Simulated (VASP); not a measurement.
CuI:

```
CELL_PARAMETERS angstrom
4.12862 0.00000 0.00000
-2.06431 3.57549 0.00000
0.00000 0.00000 7.47811
ATOMIC_POSITIONS crystal
Cu 0.66667 0.33333 0.58995
Cu 0.33333 0.66667 0.41005
I 0.33333 0.66667 0.75475
I 0.66667 0.33333 0.24525
```

Measurements of this composition are mostly on another form, of space group No. 216.

| Quantity | Value |
| --- | --- |
| Program | VASP 6.6.1 |
| Task | relaxation of cell and atoms |
| Functional | PBE |
| Dispersion | D3(BJ) |
| Potentials or basis | VASP PAW PBE potentials, release 64 (Cu, I) |
| Cutoff | 600 eV |
| k mesh | 9 × 9 × 4 |
| Occupations | gaussian, width 0.03 eV |
| Spin | no spin polarisation |

At the start: pressure -0.8 GPa; volume 27.60 Å³/atom.

Question: How do energy, volume and symmetry change on relaxing?

Answer: Over 30 steps the energy falls by 9.8 meV/atom and the volume is 25.59 Å³/atom (-7.3 %); space group P-3m1 (No. 164, to 0.05 Å).

Step by step:
| step | energy change (eV) | largest force (eV/Å) | pressure (GPa) | volume (Å³) |
| --- | --- | --- | --- | --- |
| 1 | 0.0000 | 0.1239 | -0.83 | 110.39 |
| 2 | -0.0106 | 0.2044 | -0.14 | 108.12 |
| 3 | -0.0118 | 0.2357 | 0.07 | 107.33 |
| 4 | -0.0099 | 0.2997 | 0.75 | 105.75 |
| 5 | -0.0118 | 0.2497 | 0.25 | 106.97 |
| 6 | -0.0172 | 0.1287 | 0.03 | 106.46 |
| 7 | -0.0185 | 0.0568 | -0.13 | 106.07 |
| 8 | -0.0240 | 0.0389 | -0.16 | 105.46 |
| 9 | -0.0355 | 0.0171 | -0.02 | 103.59 |
| 10 | -0.0249 | 0.1395 | 0.30 | 99.84 |
| 11 | -0.0378 | 0.0489 | 0.00 | 102.72 |
| 12 | -0.0380 | 0.0653 | 0.00 | 102.21 |
| 13 | -0.0380 | 0.0630 | 0.07 | 102.29 |
| 14 | -0.0380 | 0.0561 | 0.07 | 102.51 |
| 15 | -0.0380 | 0.0593 | -0.16 | 102.40 |
| 16 | -0.0380 | 0.0518 | 0.28 | 101.69 |
| 17 | -0.0381 | 0.0568 | 0.10 | 102.14 |
| 18 | -0.0381 | 0.0553 | 0.05 | 102.01 |
| 19 | -0.0381 | 0.0537 | 0.24 | 101.85 |
| 20 | -0.0381 | 0.0543 | 0.29 | 101.93 |
| 21 | -0.0381 | 0.0549 | 0.21 | 101.98 |
| 22 | -0.0381 | 0.0557 | 0.22 | 101.99 |
| 23 | -0.0381 | 0.0557 | 0.20 | 102.00 |
| 24 | -0.0383 | 0.0505 | -0.16 | 102.69 |
| 25 | -0.0385 | 0.0397 | -0.05 | 102.36 |
| 26 | -0.0388 | 0.0334 | 0.00 | 102.35 |
| 27 | -0.0393 | 0.0136 | 0.05 | 102.34 |
| 28 | -0.0393 | 0.0152 | 0.01 | 102.34 |
| 29 | -0.0393 | 0.0097 | -0.04 | 102.37 |
| 30 | -0.0393 | 0.0034 | -0.02 | 102.35 |

Final structure:
```xyz
4
Lattice="4.0766 0.0000 0.0000 -2.0383 3.5304 0.0000 0.0000 0.0000 7.1117" Properties=species:S:1:pos:R:3 pbc="T T T"
Cu    2.0383    1.1768    4.2273
Cu    0.0000    2.3536    2.8844
I     0.0000    2.3536    5.4770
I     2.0383    1.1768    1.6347
```
